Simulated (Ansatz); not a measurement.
Reactions of C₂H₄Br₂ (`CC(Br)Br`).

Isolated molecules relaxed with PBE0-D4/def2-TZVP in Ansatz; ΔE leaves out vibrations. CBS: MP2 limit from def2 TZ/QZ plus the TZ coupled-cluster correction, frozen cores. This one scheme is used for every species. Functionals use def2-TZVPP. B3LYP here is the variant with VWN-RPA as its local correlation; programs differ in this. For Br outer-core shells are correlated without core-valence functions, which leaves a few kJ/mol of doubt a bond. Scalar relativity is left out up to krypton. One conformer a species, not always the lowest.

| reaction | B3LYP-D4 (kcal/mol) | MP2/CBS(def2) (kcal/mol) | PBE-D4 (kcal/mol) | CCSD(T)/CBS(def2) (kcal/mol) |
| --- | --- | --- | --- | --- |
| `CC(Br)Br` + `O[SiH](F)S[SiH2]Cl` → `CO[SiH](F)S[SiH2]Cl` + `BrCBr` | 15.1 | 19.8 | 16.3 | 17.8 |
| `CC(Br)Br` + `BS` → `CC(Br)BS` + HBr | -15.7 | -15.2 | -15.9 | -15.7 |
| `CC(Br)Br` + H–F → `FC(Br)Br` + CH₄ | 9.7 | 17.7 | 9.2 | 15.0 |
| `CC(Br)Br` + H₂ → `CCBr` + HBr | -19.5 | -16.4 | -17.9 | -18.9 |
| `CC(Br)Br` + `C=C1CC1` → `CC=C1CC1` + `BrCBr` | 0.6 | 2.2 | 0.4 | 1.8 |

Largest T1 diagnostic: 0.015, for `BS`.
